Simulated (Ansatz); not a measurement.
Crystal: Ta.

```xyz
1
Lattice="-1.6513 1.6513 1.6513 1.6513 -1.6513 1.6513 1.6513 1.6513 -1.6513" Properties=species:S:1:pos:R:3 pbc="T T T"
Ta    0.0000    0.0000    0.0000
```

Below is the output of Ansatz 0.2.0 for this cell. Logs are shortened: lines on timing, memory, paths and dates and some standing lists are left out, and cuts for length are marked.

```text
Warning: RAYON_NUM_THREADS=1 ignored (pool sized by the plan → 1); use --threads N
LAPW: plane waves up to 8.289 Å⁻¹, error target 1.0e-3 eV per atom; small_component_spin mean_spin; Ta in spheres of 1.430 Å, 37 of its electrons in bands, Dirac shells [] (how accurate: hamiltonian.pseudopotentials.lapw.basis_error, Limitations)
Engine: ansatz 0.2.0, aarch64-unknown-linux-gnu
Pseudopotentials: kind: all_electron
Pseudopotential: Ta, LAPW, valence charge 37, lapw/all_electron/scalar/gaussian/Ta, Koelling and Harmon's equation, gaussian nucleus
Functional definition: PBEsol
  exchange = pbesol_x
  correlation = pbesol_c
Crystal: 1 atoms, lattice volume = 18.010 Å³
Basis set: ecut = 261.7565934194458 eV, 177 PW (Γ), exchange–correlation at level 2
Bands: 23, of which v1, the nominal top of the filled ones, is band 19 counted from 1 (18 counted from 0)
Symmetry: 48 space group operations
Space group: Im-3m (ITA 229), of the structure as read, at distance tolerance 2.6e-5 Å
k-points: 56 of 1331
Non-local potential: Ta, projectors of the file, none
Initial density: superposition of atomic densities (chi_scale 0.1, normalization cell)
Initial wavefunctions: plane waves of lowest kinetic energy (no species holds an atomic orbital)
Functional: x = pbesol(κ = 0.804, μ = 0.12345679012345678), c = pbesol(β = 0.046)
iter 1 solved again at ethr=2.11e-4 eV; its pass at ethr=1.00e-1 eV (dr2=7.81e-2 eV) is discarded
SCF iter   1: F=—  HF=-424443.536892 eV  |F-HF|=—  |Δ(HF+E_count)|=         —  Δρ=2.58e-2  dr2=7.86e-2  ethr=2.11e-4  ⟨swp⟩=3.0  Hψ=8169  notcnv=0
preconditioner: auto → Kerker (q_TF=auto, 3.076 Å⁻¹)  [metal: Δε(μ)=0.036 eV  Ē_g=24.490 eV  σ=0.050 eV  W_gap=0.18  n_scr=12 (ndim 8)  ℏωp=43.7 eV  f_vac=0.000  D(μ)=1.21/eV (n_scr^D=12)]
SCF iter   2: F=—  HF=-424443.401048 eV  |F-HF|=—  |Δ(HF+E_count)|=   1.36e-1  Δρ=1.29e-2  dr2=2.29e-2  ethr=2.11e-4  ⟨swp⟩=2.0  Hψ=4032  notcnv=0
SCF iter   3: F=—  HF=-424443.386841 eV  |F-HF|=—  |Δ(HF+E_count)|=   1.42e-2  Δρ=8.72e-3  dr2=1.20e-2  ethr=6.20e-5  ⟨swp⟩=2.0  Hψ=3785  notcnv=0
SCF iter   4: F=—  HF=-424443.382070 eV  |F-HF|=—  |Δ(HF+E_count)|=         —  Δρ=4.82e-3  dr2=4.38e-3  ethr=3.24e-5  ⟨swp⟩=2.0  Hψ=3785  notcnv=0
the basis was enlarged: its passes take 455.3 KiB over the memory plan, 1 of 1 planned eigensolver slots
iter 5 solved again at ethr=1.01e-6 eV; its pass at ethr=1.18e-5 eV (dr2=3.72e-4 eV) is discarded
SCF iter   5: F=—  HF=-424443.382454 eV  |F-HF|=—  |Δ(HF+E_count)|=   3.84e-4  Δρ=1.32e-3  dr2=3.72e-4  ethr=1.01e-6  ⟨swp⟩=2.0  Hψ=6374  notcnv=0
SCF iter   6: F=—  HF=-424443.382480 eV  |F-HF|=—  |Δ(HF+E_count)|=   2.59e-5  Δρ=3.02e-4  dr2=9.58e-6  ethr=1.01e-6  ⟨swp⟩=2.0  Hψ=3786  notcnv=0
SCF iter   7: F=—  HF=-424443.382480 eV  |F-HF|=—  |Δ(HF+E_count)|=   9.97e-8  Δρ=5.03e-5  dr2=2.33e-7  ethr=2.59e-8  ⟨swp⟩=2.0  Hψ=3786  notcnv=0
SCF iter   8: F=-424443.382480 eV  HF=-424443.382480 eV  |F-HF|=1.28e-9  |Δ(HF+E_count)|=  9.31e-10  Δρ=4.89e-6  dr2=1.30e-9  ethr=6.30e-10  ⟨swp⟩=2.0  Hψ=3786  notcnv=0
SCF 1 converged in 8 iterations: F = -424443.382480 eV  dr2 = 1.30e-9
NSCF: frozen V_eff on 41 k-points
SCF converged after 8 iterations
Free energy (F): -424443.382480 eV
Harris-Foulkes:  -424443.382480 eV  (|F-HF|=1.28e-9)
Internal energy: -424443.374475 eV  (E = F + TS)
E sigma→0 (E₀):  -424443.378477 eV
Entropy (-TS):   -0.008005 eV (-8.005 meV/atom)
Fermi energy:    24.635153 eV
--- Per-component energies (eV) ---
  E_band       = -1854.321668
  E_kinetic    = 473751.702690
  E_xc         = -8496.557024
  E_electrostatic = -889698.520140  (all electrons and nuclei)
  E_smearing   = -0.008005  (= −TS)
  E_closure    = 0.000000  (closes the sum)
  E_atoms      = -424432.909506  (free atoms, spherical and without spin; not in F)
  Σ components = -424443.382480   (vs F -424443.382480, Δ=0.00e0)
  Basis errors (estimates in eV, not in F): energy 2.6e-4 per atom: plane waves 2.2e-4 (1.1e-4 summed), levels above the bands 4.6e-87, relativity 4.7e-8, radial functions 4.0e-5, core shells 1.3e-6; eigenvalues (radial functions only) 2.0e-6; not estimated: angular momenta, meshes, grids; target (lapw.basis_error) 1.0e-3; muffin-tin radii Ta 1.430 Å
--- Forces (eV/Å), atoms counted from 1 ---
  atom   1  Ta    -0.00000000     0.00000000     0.00000000
  max |Σ_I F_I| component: 1.97e-31 eV/Å
--- Stress (GPa, compression-positive) ---
       -4.395287       0.000000      -0.000000
        0.000000      -4.395287      -0.000000
       -0.000000      -0.000000      -4.395287
  P = ⅓ Tr σ = -4.3953 GPa (-43.953 kbar)
--- Band table (eV; the first three rows and the last of 56) ---
  k-point 0: bands = ["-191.1021", "-191.1021", "-191.0843", "-191.0843", "-191.0843", "-42.4208", "-8.3609", "-8.3609", "-8.3609", "5.8070", "5.8070", "5.8070", "5.8585", "5.8585", "5.8585", "5.9109", "16.7288", "25.3564", "25.3564", "25.3564", "28.6259", "28.6259", "39.2510"]
  k-point 1: bands = ["-191.1021", "-191.1021", "-191.0843", "-191.0843", "-191.0843", "-42.4117", "-8.4623", "-8.3922", "-8.3614", "5.8086", "5.8106", "5.8110", "5.8549", "5.8572", "5.8574", "5.9060", "17.0937", "25.1234", "25.2778", "25.7184", "28.2786", "28.6290", "39.5662"]
  k-point 2: bands = ["-191.1021", "-191.1021", "-191.0843", "-191.0843", "-191.0843", "-42.3870", "-8.7275", "-8.4755", "-8.3630", "5.8122", "5.8201", "5.8213", "5.8461", "5.8523", "5.8552", "5.8951", "18.0817", "24.5591", "24.9039", "26.7732", "27.9284", "28.6856", "40.0115"]
  k-point 55: bands = ["-191.1021", "-191.1021", "-191.0843", "-191.0843", "-191.0843", "-42.2216", "-9.1870", "-9.1691", "-9.1691", "5.8013", "5.8232", "5.8247", "5.8247", "5.8747", "5.8755", "5.8755", "20.9274", "20.9701", "30.4619", "30.4619", "31.2830", "32.6389", "34.4607"]
```

Write the input and the command behind it.

Band structure with PBEsol, no spin polarisation. The files as run (others can give the same):

input.yaml
```yaml
crystal:
  lattice:
    - [-1.65128, 1.65128, 1.65128]
    - [1.65128, -1.65128, 1.65128]
    - [1.65128, 1.65128, -1.65128]
  atoms:
    - { symbol: Ta, position: [0.0, 0.0, 0.0] }
kpoints:
  mp_grid: { grid: [11, 11, 11] }
  band_path:
    path:
      - [0.0, 0.0, 0.0]
      - [0.5, -0.5, 0.5]
      - [0.0, 0.0, 0.5]
      - [0.0, 0.0, 0.0]
      - [0.25, 0.25, 0.25]
      - [0.5, -0.5, 0.5]
    npoints: 8
scf:
  occupations: { method: fermi_dirac, width: 0.05 }
hamiltonian:
  xc: pbesol
  pseudopotentials: { kind: all_electron, lapw: { basis_error: 0.001 } }
output:
  forces: true
  stress: true
  eigenvalues: true
```

Potentials or basis: all-electron LAPW, scalar-relativistic.
Launch:
```bash
$ ansatz run input.yaml --threads 1 --pin off --max-ram 3072MiB --backend cpu --events-out ev --progress --plain --runs-dir out
```

Caveat: spin-orbit coupling is left out, which moves the levels of the heavy elements.
